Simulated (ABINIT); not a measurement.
Set up this calculation in ABINIT 10.8.3 (patched build), as the native input.

| Property | Result |
| --- | --- |
| Task | band structure |
| Functional | PBEsol |
| Potentials or basis | PseudoDojo NC SR PBEsol v0.4.1 standard |
| Cutoff | 1143 eV |
| k mesh | 9 × 9 × 9 |
| Occupations | fermi-dirac, width 0.05 eV |
| Spin | no spin polarisation |

Crystal: As.

```
As
1.0
     1.88080    1.08588    3.51406
    -1.88080    1.08588    3.51406
     0.00000   -2.17176    3.51406
As
2
Direct
  0.22600 0.22600 0.22600
  0.77400 0.77400 0.77400
```

The input as run:

run.abi

```
# Datasets: ground state, then fixed potential
ndtset 2

# Pseudopotentials
pp_dirpath "./"
pseudos "As.upf"

# Structure
acell 7.8064586208 7.8064586208 7.8064586208
rprim
     0.4552885255     0.2628609527     0.8506564983
    -0.4552885255     0.2628609527     0.8506564983
     0.0000000000    -0.5257219055     0.8506564983
ntypat 1
znucl 33
natom 2
typat 1 1
xred
     0.2260000000     0.2260000000     0.2260000000
     0.7740000000     0.7740000000     0.7740000000

# Plane-wave basis
ecut 42.0

# Exchange and correlation
ixc -116133

# Bands and occupations
occopt 3
tsmear 0.05 eV

# SCF cycle
nstep 100

# Output
iomode 3
prtwf 0
prteig 0
prtebands 0
enunit 1
prtden1 1

# Dataset 1
kptopt1 1
ngkpt1 9 9 9
nshiftk1 1
shiftk1 0.0 0.0 0.0
nband1 19
tolvrs1 1.0e-10

# Dataset 2: bands along G-L-B1
iscf2 -2
getden2 1
nband2 25
nbdbuf2 4
tolwfr2 1.0e-11
kptopt2 -2
ndivsm2 6
prteig2 1
prtvol2 -3
kptbounds2
     0.0000000000     0.0000000000     0.0000000000
     0.5000000000     0.0000000000     0.0000000000
     0.5000000000     0.2303245873    -0.2303245873
```

Potentials or basis: PseudoDojo NC SR PBEsol v0.4.1 standard.

The run is started by

```bash
$ abinit run.abi > log 2>&1
```

It gave:

```json
{
  "Pressure": "0.3 GPa",
  "Largest force": "0.376 eV/Å",
  "Band gap on the k mesh": "none (metal or under the smearing width)",
  "Valence electrons inside the program's atomic spheres": "As 12.28 (radii [1.0584] Å)"
}
```

Run time: 9.5 min on 1 thread of Intel(R) Xeon(R) Processor @ 2.50GHz (Skylake/Cascade Lake) (shared host), peak memory 0.18 GiB.
